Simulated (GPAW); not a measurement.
Write an ASE script for GPAW 26.7.0 that does the following.

```
Task                : single point
Functional          : PBE
Potentials or basis : GPAW PAW data sets (gpaw-data 1.2.1)
Cutoff              : 600 eV
Basis               : pw
k mesh              : 12 × 11 × 12
Occupations         : fermi-dirac, width 0.05 eV
Spin                : no spin polarisation
Maxiter             : 150
```

Mo:

```
CELL_PARAMETERS angstrom
0.15753 2.01904 1.91183
2.12473 -0.02640 2.09576
2.02995 2.10820 0.06838
ATOMIC_POSITIONS crystal
Mo 0.00000 0.00000 0.00000
```

This isn't the form of Mo at room conditions, which is bcc.

The cell isn't the ideal one: cell sheared at random, sigma 0.06, atoms nudged by 0.01 Å.

One way to write it, as run:

run.py

```python
from ase import Atoms
from ase.dft.bandgap import bandgap
from ase.io import write
from ase.units import Bohr, GPa
from gpaw import GPAW, PW
from gpaw.elf import elf_from_dft_calculation

atoms = Atoms(['Mo'],
              cell=[[0.15753066, 2.01904464, 1.9118309],
                    [2.12472561, -0.02639602, 2.09575758],
                    [2.02995326, 2.10819897, 0.06837633]],
              scaled_positions=[[0.0, 0.0, 0.0]],
              pbc=True)

calc = GPAW(mode=PW(600),
            xc='PBE',
            kpts={'size': (12, 11, 12), 'gamma': True},
            occupations={'name': 'fermi-dirac', 'width': 0.05},
            nbands=16,
            convergence={'density': 1e-05, 'energy': 1e-05},
            maxiter=150,
            txt='gpaw.txt')
atoms.calc = calc
energy = atoms.get_potential_energy()
forces = atoms.get_forces()
stress = atoms.get_stress()
calc.write('gs.gpw')
write('result.traj', atoms)
print(f'Energy: {energy:.6f} eV')
print('Forces (eV/A):')
print(forces.round(4))
print('Stress (GPa):', (stress / GPa).round(3))
print('Fermi level:', round(calc.get_fermi_level(), 4), 'eV')
print(f'Gap: {bandgap(calc)[0]:.4f} eV, direct: {bandgap(calc, direct=True)[0]:.4f} eV')

# fields on the real-space grid
write('density.cube', atoms, data=calc.get_pseudo_density() * Bohr**3)
write('potential.cube', atoms, data=calc.get_electrostatic_potential())
write('elf.cube', atoms, data=elf_from_dft_calculation(calc).data)
```

Potentials or basis: GPAW PAW data sets (gpaw-data 1.2.1), pw.

Run with:

```console
$ OMP_NUM_THREADS=1 python run.py
```

Results of the run:

| Item | Value |
| --- | --- |
| Pressure | -1.7 GPa |
| Band gap on the k mesh | none (metal or under the smearing width) |

Wall time 4 min on 1 thread of Arm Neoverse N1, on a shared host, peak memory 0.31 GiB.
